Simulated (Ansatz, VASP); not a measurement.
Cu: VASP beside Ansatz

```
Cu
1.0
     2.53410    0.00000    0.00000
    -1.26705    2.19459    0.00000
     0.00000    0.00000    4.11257
Cu
2
Direct
  0.66667 0.33333 0.75000
  0.33333 0.66667 0.25000
```

This isn't the form of Cu at room conditions, which is fcc.

Alike in both runs: task single point; functional LDA; k mesh 12 × 12 × 7; occupations gaussian, width 0.05 eV; no spin polarisation.

|  | VASP | Ansatz |
| --- | --- | --- |
| version | VASP 6.6.1 | Ansatz 0.2.0 |
| potentials or method | VASP PAW LDA potentials, release 64 (Cu), cutoff 520 eV | all-electron LAPW, scalar-relativistic |

|  | VASP | Ansatz | Ansatz less VASP |
| --- | --- | --- | --- |
| gap on the k mesh at the Fermi level (eV) | none | none | - |
| pressure (GPa) | -7.0 | -7.9 | -0.88 |
| largest component of the traceless stress (GPa) | 0.02 | 0.06 | +0.039 |

A gap of «none» marks a metal or a gap that the smearing closes. Ansatz ran all-electron here, so the differences hold the error of VASP's frozen core and of both bases.
